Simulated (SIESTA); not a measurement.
Crystal: CdS (Greenockite).

```
Cd S
1.0
     4.15000    0.00000    0.00000
    -2.07500    3.59401    0.00000
     0.00000    0.00000    6.73700
Cd S
2 2
Cartesian
  2.0750 1.1980 3.3685
  0.0000 2.3960 0.0000
  2.0750 1.1980 5.8949
  0.0000 2.3960 2.5264
```

Program: SIESTA 5.4.2. Alike in all runs: task band structure; no spin polarisation; cell as given; k mesh 7 × 7 × 4; smearing fermi-dirac 0.05 eV; grid cutoff 800 Ry.

**Question.** Order these runs on this cell by their pressure, lowest first.
A. level PBE; potentials or basis PseudoDojo 0.4 standard (PBE files), TZDP (energy shift 0.01 Ry); energy shift 0.01 Ry
B. level RPBE; potentials or basis PseudoDojo 0.4 standard (PBE files), DZP (energy shift 0.003 Ry; two zetas on semicore shells); energy shift 0.003 Ry
C. level PBE; potentials or basis PseudoDojo 0.4 standard (PBE files), DZP (energy shift 0.003 Ry; two zetas on semicore shells); energy shift 0.003 Ry

**Answer.** A (-0.5 GPa), C (2.3 GPa), B (4.4 GPa).

Caveats: the basis of atomic orbitals isn't converged, which shifts pressures, moduli and gaps; semicore shells carry a single zeta, which can move pressures by several GPa and volumes by a few percent (some runs); the potentials were made for another functional, which shifts forces and pressure (some runs).
